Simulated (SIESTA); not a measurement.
AlN under changes of volume

One of the cells (10.451 Å³/atom); the others are scaled copies at fixed shape and fractional positions:

```xyz
4
Lattice="3.1130 0.0000 0.0000 -1.5565 2.6959 0.0000 0.0000 0.0000 4.9810" Properties=species:S:1:pos:R:3 pbc="T T T"
Al    1.5565    0.8986    2.4905
Al    0.0000    1.7973    0.0000
N     1.5565    0.8986    4.3833
N     0.0000    1.7973    1.8928
```

```yaml
Program: SIESTA 5.4.2
Functional: PBEsol
Potentials_or_basis: PseudoDojo 0.4 standard (PBEsol files)
Basis: DZP (energy shift 0.003 Ry)
Grid_cutoff: 800 Ry
Energy_shift: 0.003 Ry
k_mesh: 10 × 10 × 6
Occupations: fermi-dirac, width 0.05 eV
Spin: no spin polarisation
```

| volume (Å³/atom) | energy over the lowest point (meV/atom) | pressure (GPa) | gap on the mesh (eV) | largest force (eV/Å) |
| --- | --- | --- | --- | --- |
| 9.824 | 34.31 | 16.3 | 4.87 | 0.188 |
| 10.033 | 16.52 | 11.1 | 4.67 | 0.170 |
| 10.242 | 5.28 | 6.3 | 4.47 | 0.153 |
| 10.451 | 0.00 | 1.9 | 4.28 | 0.136 |
| 10.660 | 0.15 | -2.1 | 4.10 | 0.121 |
| 10.869 | 5.20 | -5.6 | 3.92 | 0.106 |
| 11.078 | ? | ? | ? | ? |

What does the run at 11.078 Å³/atom give?

Energy over the lowest point 14.73 meV/atom; pressure -8.9 GPa; gap on the mesh 3.75 eV; largest force 0.092 eV/Å.

Worked out: A Birch-Murnaghan fit of order 3 (a polynomial in V^(-2/3)) to the other rows has its minimum at 10.55 Å³/atom with B0 = V·E''(V) = 200 GPa and B' = 3.8 at fixed shape and positions, which overstates the stiffness. It gives 14.74 meV/atom at 11.078 Å³/atom, against the run's 14.73, and -dE/dV = -8.9 GPa, against -8.9. A straight line through the other rows of the gap, of slope -9.4 eV per unit of ln V (its deformation potential), extrapolates to 3.74 eV, against the run's 3.75.

Energies are extrapolated to zero smearing.

Caveats: the basis of atomic orbitals isn't converged, which shifts pressures, moduli and gaps.

A mesh can miss the band edges.
